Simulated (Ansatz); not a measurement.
CaSe in the rocksalt structure, relaxed with r2SCAN in Ansatz. The symmetry is Fm-3m (No. 225, cubic); a = 5.935 Å in the conventional setting, 26.13 Å³ an atom. Ca has 6 Se at 2.97 Å; Se has 6 Ca at 2.97 Å.

The axes x, y and z are those of this cell:
```
Ca Se
1.0
     0.00000    2.96754    2.96754
     2.96754    0.00000    2.96754
     2.96754    2.96754    0.00000
Ca Se
1 1
Cartesian
  0.0000 0.0000 0.0000
  2.9675 2.9675 2.9675
```

Unstrained: With PBE the valence top lies at Γ and the conduction bottom at X, 2.057 eV higher; the smallest vertical gap, at X, is 2.980 eV. The r2SCAN gap is indirect, 2.518 eV (Γ to X), below the direct gap of 3.458 eV at X. HSE06 gives an indirect gap of 2.999 eV, from Γ to X; the least direct gap is 4.032 eV at X. Meshes: PBE 8×8×8, r2SCAN 8×8×8, HSE06 6×6×6. Strains are changes of length per length. After each strain the atoms were relaxed again with r2SCAN within the symmetry that the strain leaves, so tilts or polar shifts that break it weren't tested; points keep the names that they have in the unstrained zone. No spin polarisation and no zero-point or thermal motion.

Task: Estimate what uniaxial +4.02 % along z, other directions held does to the gap.

Result: PBE: the gap goes from 2.057 to 2.139 eV (+0.082 eV). r2SCAN: the gap goes from 2.518 to 2.598 eV (+0.080 eV). HSE06: the gap goes from 2.999 to 3.080 eV (+0.081 eV). The r2SCAN energy rises by 13.0 meV an atom.

Task: One strain changed the r2SCAN stress by xx -5.32, yy -5.32, zz -5.32 GPa (compression positive) and the gap by +0.251 eV (PBE), +0.251 eV (r2SCAN), +0.277 eV (HSE06). Which kind of strain was it, and roughly how large?

Result: Isotropic +4.62 % on every length. The pattern of the stress gives the kind; the size needs the stiffness, so it is an estimate.

Task: Estimate what uniaxial +5.8 % along x, other directions held does to the gap.

Result: PBE: the gap goes from 2.057 to 2.177 eV (+0.120 eV). r2SCAN: the gap goes from 2.518 to 2.635 eV (+0.117 eV). HSE06: the gap goes from 2.999 to 3.113 eV (+0.114 eV). The r2SCAN energy rises by 25.3 meV an atom.

Spin-orbit coupling is left out.

The meshes of the hybrids are coarse, so their gaps aren't converged to the digits shown.
